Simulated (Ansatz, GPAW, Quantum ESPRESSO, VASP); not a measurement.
**Mg: 6 runs at one level of theory**

```xyz
2
Lattice="3.2093 0.0000 0.0000 -1.6046 2.7793 0.0000 0.0000 0.0000 5.2103" Properties=species:S:1:pos:R:3 pbc="T T T"
Mg    1.6047    0.9264    3.9077
Mg    0.0000    1.8529    1.3026
```

Alike in all runs: task band structure; functional PBEsol; k mesh 10 × 10 × 5; occupations fermi-dirac, width 0.05 eV; no spin polarisation; no spin-orbit coupling. Pressure is positive in compression and, in plane waves, holds the error of the finite cutoff, which Ansatz's Pulay term estimates and takes out.

```csv
program and potentials,plane-wave cutoff (eV),notes,pressure (GPa)
"Ansatz, Ansatz PAW",420,"potentials made for PBE, which Ansatz adapts in part; 10 valence electrons an atom on average",-1.04
"Ansatz, PAW datasets made for the crystal",100,2 valence electrons an atom on average,-1.06
"Quantum ESPRESSO, PseudoDojo 0.4.1 SR PBEsol standard",1143,10 valence electrons an atom on average,-1.00
"VASP, PBE PAW files Mg, 520 eV",520,potentials made for PBE; 2 valence electrons an atom on average,-1.10
"GPAW, PAW data sets generated for this functional",800,10 valence electrons an atom on average,-1.07
"Ansatz, all-electron LAPW, scalar-relativistic",-,-,-1.06
```

The pressure spans -1.10 (VASP, PBE PAW files Mg, 520 eV) to -1.00 GPa (Quantum ESPRESSO, PseudoDojo 0.4.1 SR PBEsol standard), with all-electron results at -1.06.

Differences between rows come from potentials, basis sets and numerical settings, since the functional is the same but for its coding. Runs on potential files found faulty are left out.
